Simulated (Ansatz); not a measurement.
# Te2Mo monolayer (2H): from the cell to its phonons

How does Te2Mo monolayer (2H) vibrate, and is this structure a minimum?

Main program and level: Ansatz 0.2.0; DFT PBEsol, scalar-relativistic, plane waves, PAW.

This is a report of a sequence of runs, with most program output left out.

## Step 1: Starting point

The cell holds 3 atoms: 1 Mo and 2 Te. Its edges and angles: a = 3.530 Å, b = 3.530 Å, c = 20.000 Å, α = 90.0°, β = 90.0°, γ = 120.0°. Vacuum lies along c.

## Step 2: Relaxation

The cell and atoms are relaxed, since residual forces and stress would shift the frequencies.

The program solves this slab on a cell height of its own, 31.0 Å, in place of the one typed.

The input, input.yaml:

```yaml
crystal:
  lattice:
    - [3.53, 0.0, 0.0]
    - [-1.765, 3.05707, 0.0]
    - [0.0, 0.0, 20.0]
  atoms:
    - { symbol: Mo, position: [0.333333, 0.666667, 0.5] }
    - { symbol: Te, position: [0.666667, 0.333333, 0.59] }
    - { symbol: Te, position: [0.666667, 0.333333, 0.41] }
  periodic: [true, true, false]
kpoints:
  mp_grid: { grid: [9, 9, 1] }
hamiltonian:
  xc: pbesol
scf:
  occupations: { method: gaussian, width: 0.02 }
output:
  forces: true
  stress: true
  eigenvalues: true
  write_density: true
  write_potential: true
  elf: true
  volumetric_format: npy
relax:
  adjacent_minimum: "off"
  f_tol: 0.005
  max_steps: 80
  cell: { stress_2d_tol: 0.02 }
```

Started as:

```sh
$ ansatz run input.yaml --threads 8 --pin off --max-ram 14336MiB --backend cpu --events-out ev --progress --plain --runs-dir out
```

It took 19 s on 8 threads of AMD EPYC 7R43, shared host; peak memory 0.9 GiB.

Step by step:

```
step  energy less that of the first step (eV)  largest force component (eV/Å)  volume (Å³)
   1                                   0.0000                          0.1590       334.54
   2                                  -0.0012                          0.3778       325.72
   3                                  -0.0097                          0.0948       324.98
   4                                  -0.0111                          0.0045       327.60
   5                                  -0.0111                          0.0004       327.16
  6*                                  -0.0108                          0.0005       327.16
```

Relaxation steps marked * repeat the geometry before them on a plane-wave basis chosen anew for their cell, so energy and pressure can jump there.

Forces are held to the 12 operations that the run works with; a distortion that breaks them can't arise in this run.

```
cell as run  before  after  change
      a (Å)   3.530  3.491  -1.1 %
      b (Å)   3.530  3.491  -1.1 %
```

Final coordinates:

```xyz
3
Lattice="3.4909 0.0000 0.0000 -1.7454 3.0232 0.0000 0.0000 0.0000 31.0000" Properties=species:S:1:pos:R:3
Mo    0.0000    2.0155   10.0000
Te    1.7454    1.0077   11.8034
Te    1.7454    1.0077    8.1966
```

Numbers from this step:

```yaml
gap_on_the_k_mesh: 1.203 eV
direct_gap_on_mesh: 1.203 eV
area_per_atom: 3.518 Å²
```

Electrostatic potential energy in the ac plane at fractional y = 0.333, with atoms of Te within 0.2 Å of it. With pseudopotentials it is smooth inside the atoms' cores, unlike the true potential.

Ten even steps from '_' (-19 eV) to '@' (0 eV), each cell a mean:
```
@@@@@@@@@@@@@@@@@@@@@@@@@@@@
@@@@@@@@@@@@@@@@@@@@@@@@@@@@
@@@@@@@@@@@@@@@@@@@@@@@@@@@@
@@@@@@@@@@@@@@@@@@@@@@@@@@@@
@@@@@@@@@@@@@@@@@@@@@@@@@@@@
@@@@@@@@@@@@@@@@@@@@@@@@@@@@
@@@@@@@@@@@@@@@@@@@@@@@@@@@@
@@@@@@@@@@@@@@@@@@@@@@@@@@@@
@@@@@@@@@@@@@@@@@@@@@@@@@@@@
@@@@@@@@@@@@@@@@@@@@@@@@@@@@
@@@@@@@@@@@@@@@@@@@@@@@@@@@@
@@@@@@@@@@@@@@@@@@@@@@@@@@@@
@@@@@@@@@@@@@@@@@@@@@@@@@@@@
@@@@@@@@@@@@@@%%%%%%%%%%%%@@
**%%%%%%##--..==**##**++::..
**********++----==++====--==
++==--==++****++++++++++****
++##%%%%**::__==%%@@%%**..__
%%@@@@@@%%%%**++++++++++**##
@@@@@@@@@@@@@@@@@@@@@@@@@@@@
@@@@@@@@@@@@@@@@@@@@@@@@@@@@
@@@@@@@@@@@@@@@@@@@@@@@@@@@@
@@@@@@@@@@@@@@@@@@@@@@@@@@@@
@@@@@@@@@@@@@@@@@@@@@@@@@@@@
```
Columns run along a (3.5 Å; values clipped at the 3rd and 97th percentile), rows up along c (31.0 Å). Atoms in or near the plane, at fractional coordinates: Te at (0.67, 0.38), Te at (0.67, 0.26).

ELF in the ac plane at fractional y = 0.333, with atoms of Te within 0.2 Å of it. It is the smooth field of the valence electrons, not physical close to the nuclei.

Ten even steps from '_' (0.00) to '@' (0.78), each cell a mean:
```
____________________________
____________________________
____________________________
____________________________
____________________________
____________________________
____________________________
____________________________
____________________________
____________________________
____________________________
____________________________
______________..::::::....__
--..____::++##@@@@@@@@@@%%**
**==::--**##**==--::::==**##
==--::::==++++++==--====++++
--::::::----================
**++----******--......::++**
++::__..==##@@@@@@%%@@@@@@%%
__________..::==++++++==--::
____________________________
____________________________
____________________________
____________________________
```
Columns run along a (3.5 Å), rows up along c (31.0 Å). Atoms in or near the plane, at fractional coordinates: Te at (0.67, 0.38), Te at (0.67, 0.26).

Valence density in the ac plane at fractional y = 0.333, with atoms of Te within 0.2 Å of it. It is the smooth field of the valence electrons, not physical close to the nuclei.

Values in e/Å³, 24 rows by 14 columns, each cell a mean:
```
 0  0  0  0  0  0  0  0  0  0  0  0  0  0
 0  0  0  0  0  0  0  0  0  0  0  0  0  0
 0  0  0  0  0  0  0  0  0  0  0  0  0  0
 0  0  0  0  0  0  0  0  0  0  0  0  0  0
 0  0  0  0  0  0  0  0  0  0  0  0  0  0
 0  0  0  0  0  0  0  0  0  0  0  0  0  0
 0  0  0  0  0  0  0  0  0  0  0  0  0  0
 0  0  0  0  0  0  0  0  0  0  0  0  0  0
 0  0  0  0  0  0  0  0  0  0  0  0  0  0
 0  0  0  0  0  0  0  0  0  0  0  0  0  0
 0  0  0  0  0  0  0  0  0  0  0  0  0  0
 0  0  0  0  0  0  0  0  0  0  0  0  0  0
 0  0  0  0  0  0  0  0  0  0  0  0  0  0
 0  0  0  0  0  0  0  0  0  0  0  0  0  0
 0  0  0  0  0  0  1  3  7  9  8  4  2  1
 0  0  0  0  0  0  0  1  2  3  2  1  1  0
 0  0  0  0  0  0  0  0  0  0  0  0  0  0
 0  0  0  0  0  0  1  3  8 11  9  5  2  1
 0  0  0  0  0  0  0  0  1  1  1  0  0  0
 0  0  0  0  0  0  0  0  0  0  0  0  0  0
 0  0  0  0  0  0  0  0  0  0  0  0  0  0
 0  0  0  0  0  0  0  0  0  0  0  0  0  0
 0  0  0  0  0  0  0  0  0  0  0  0  0  0
 0  0  0  0  0  0  0  0  0  0  0  0  0  0
```
Columns run along a (3.5 Å), rows up along c (31.0 Å). Atoms in or near the plane, at fractional coordinates: Te at (0.67, 0.38), Te at (0.67, 0.26).

## Step 3: Relaxing to small forces for the phonons

Phonons need a cell at rest on their own settings, so the relaxation is repeated with tight tolerances on forces and stress on the k mesh and occupations of the first response run.

input.yaml, the sections that differ from step 2:

```yaml
crystal:
  lattice:
    - [3.4908832395, 0.0, 0.0]
    - [-1.7454416198, 3.0231935671, 0.0]
    - [0.0, 0.0, 31.0]
  atoms:
    - { symbol: Mo, position: [0.3333333333, 0.6666666667, 0.3225806452] }
    - { symbol: Te, position: [0.6666666667, 0.3333333333, 0.3807555797] }
    - { symbol: Te, position: [0.6666666667, 0.3333333333, 0.2644057106] }
  periodic: [true, true, false]
kpoints:
  mp_grid: { grid: [12, 12, 1] }
scf:
  occupations: { method: fixed }
relax:
  adjacent_minimum: "off"
  f_tol: 0.001
  max_steps: 60
  cell: { stress_2d_tol: 0.002 }
# hamiltonian, output: as in step 2
```

Wall time 14 s (8 threads); peak memory 0.95 GiB.

Little changed from the start: no atom moved by 0.005 Å and no cell edge by 0.1 %.

ELF in the ac plane at fractional y = 0.333, with atoms of Te within 0.2 Å of it. It is the smooth field of the valence electrons, not physical close to the nuclei.

Ten even steps from '_' (0.00) to '@' (0.78), each cell a mean:
```
____________________________
____________________________
____________________________
____________________________
____________________________
____________________________
____________________________
____________________________
____________________________
____________________________
____________________________
____________________________
______________..::::::....__
--..____::++##@@@@@@@@@@%%**
**==::--**##**==--::::==**##
==--::::==++++++==--====++++
--::::::----================
**++----******--......::++**
++::__..==##@@@@@@%%@@@@@@%%
__________..::==++++++==--::
____________________________
____________________________
____________________________
____________________________
```
Columns run along a (3.5 Å), rows up along c (31.0 Å). Atoms in or near the plane, at fractional coordinates: Te at (0.67, 0.38), Te at (0.67, 0.26).

Valence density in the ac plane at fractional y = 0.333, with atoms of Te within 0.2 Å of it. It is the smooth field of the valence electrons, not physical close to the nuclei.

Ten steps, logarithmic in the rise over the least value, from '_' (0 e/Å³) to '@' (11 e/Å³), each cell a mean:
```
____________________________
____________________________
____________________________
____________________________
____________________________
____________________________
____________________________
____________________________
____________________________
____________________________
____________________________
____________________________
____________________________
____________..............__
::......::--==##%%@@@@%%++--
::::::::::----++**##**++==--
::--------::::----------::::
--::..::::--==##@@@@@@%%**==
..______....::--======--::::
____________________________
____________________________
____________________________
____________________________
____________________________
```
Columns run along a (3.5 Å), rows up along c (31.0 Å). Atoms in or near the plane, at fractional coordinates: Te at (0.67, 0.38), Te at (0.67, 0.26).

Electrostatic potential energy in the ac plane at fractional y = 0.333, with atoms of Te within 0.2 Å of it. With pseudopotentials it is smooth inside the atoms' cores, unlike the true potential.

Ten even steps from '0' (-19 eV) to '9' (0 eV), each cell a mean:
```
99999999999999
99999999999999
99999999999999
99999999999999
99999999999999
99999999999999
99999999999999
99999999999999
99999999999999
99999999999999
99999999999999
99999999999999
99999999999999
99999998888889
68887314676521
66666533454434
54345665555566
57886204898610
89998865555567
99999999999999
99999999999999
99999999999999
99999999999999
99999999999999
```
Columns run along a (3.5 Å; values clipped at the 3rd and 97th percentile), rows up along c (31.0 Å). Atoms in or near the plane, at fractional coordinates: Te at (0.67, 0.38), Te at (0.67, 0.26).

The largest force component left is 0.31 meV/Å, within the tolerances set.

## Step 4: Linear response at the zone centre

The zone centre comes first: it holds the modes that light can see, as far as symmetry allows. The response to a homogeneous field gives the Born charges and the dielectric tensor, and its change with displacement the Raman tensors.

The input, input.yaml:

```yaml
crystal:
  lattice:
    - [3.4910244556, 0.0, 0.0]
    - [-1.7455122278, 3.0233158638, 0.0]
    - [0.0, 0.0, 31.0]
  atoms:
    - { symbol: Mo, position: [0.3333333333, 0.6666666667, 0.3225806452] }
    - { symbol: Te, position: [0.6666666667, 0.3333333333, 0.3807550783] }
    - { symbol: Te, position: [0.6666666667, 0.3333333333, 0.2644062121] }
  periodic: [true, true, false]
kpoints:
  mp_grid: { grid: [12, 12, 1] }
hamiltonian:
  xc: pbesol
scf:
  occupations: { method: fixed }
output:
  eigenvalues: true
phonons:
  method: dfpt
  dielectric: true
  raman: true
```

The job ended after 14 min (8 threads; peak memory 3.6 GiB; 1.6 h of CPU time).

This step gave:

| Quantity | Value |
| --- | --- |
| sum-rule residual before enforcement | 2.77e-4 eV/Å² |
| miss of the charge sum rule | 0.001597 e |
| estimated error of the dielectric tensor | 0.01658 |
| estimated error of the Born charges | 0.01787 e |
| point group | -6m2 |
| highest optical mode at the zone centre (no LO-TO term) | 295.3 cm⁻¹ |
| lowest optical zone-centre mode | 118.2 cm⁻¹ |
| largest Born charge (third of the trace) | -2.261 e |

Without the LO-TO term. Patterns of degenerate modes are one choice out of their space. Modes at Γ, with each element's share of the kinetic energy:

```
mode  frequency (cm⁻¹)  symmetry  Mo %  Te %
   1               0.0  acoustic    27    73
   2               0.0  acoustic    27    73
   3               0.0  acoustic    27    73
   4             118.2       E''     0   100
   5             118.2       E''     0   100
   6             173.3       A1'     0   100
   7             238.2        E'    73    27
   8             238.2        E'    73    27
   9             295.3      A2''    73    27
```

Displacements in mode 5 (118.2 cm⁻¹), the largest set to 1:
```
Mo1  0.00  0.00  0.00
Te2 -1.00  0.15  0.00
Te3  1.00 -0.15  0.00
```

Displacements in mode 6 (173.3 cm⁻¹), the largest set to 1:
```
Mo1  0.00  0.00  0.00
Te2  0.00  0.00  1.00
Te3  0.00  0.00 -1.00
```

High-frequency dielectric tensor, averaged over the cell of height 31.0 Å or as lengthened by the program, vacuum included. Tensor:

```
       x      y      z
x  5.146      0      0
y      0  5.146      0
z      0      0  1.203
```

Born charge (rows field, columns displacement) (e), principal values of the symmetric part by kind of site:

```
atom  atoms with these values    low  middle   high   mean
 Mo1                        1  -3.31   -3.31  -0.16  -2.26
 Te2                        2   0.08    1.66   1.66   1.13
```

In full for Te2:

```
1.66 0.00 0.00
0.00 1.66 0.00
0.00 0.00 0.08
```

Transverse modes. Infrared lines, with heights relative to the strongest:

```
position (cm⁻¹)  label  relative intensity
            118    E''                 0.0
            173    A1'                 0.0
            238     E'                 100
            295   A2''                 0.1
```

Activity x (w_L - w)^4 (n + 1)/w, 532 nm, 300 K; the tensors are static ones, while 532 nm light lies above the computed direct gap, where resonance would change the heights. Raman lines, with heights relative to the strongest:

```
position (cm⁻¹)  label  relative intensity
            118    E''                 0.1
            173    A1'                 100
            238     E'                 0.1
            295   A2''                 0.0
```

Before it was imposed, the acoustic sum rule was missed by 2.8e-4 eV/Å² and the charge sum rule by 0.0016 e. Small misses are needed for a sound result but don't prove that mesh and cutoff are converged. The lowest optical mode is real, 118 cm⁻¹.

(Continued in part 2 of 2.)

[Logs are printed without paths, hosts, clocks, repeated set-up lines and the standing remarks that a program may print on its own settings, such as how far it seeks lower states.]

[Hosts, paths, dates, database ids (printed as entryN), source tags and the programs' standing remarks are cut or masked in the printed files.]
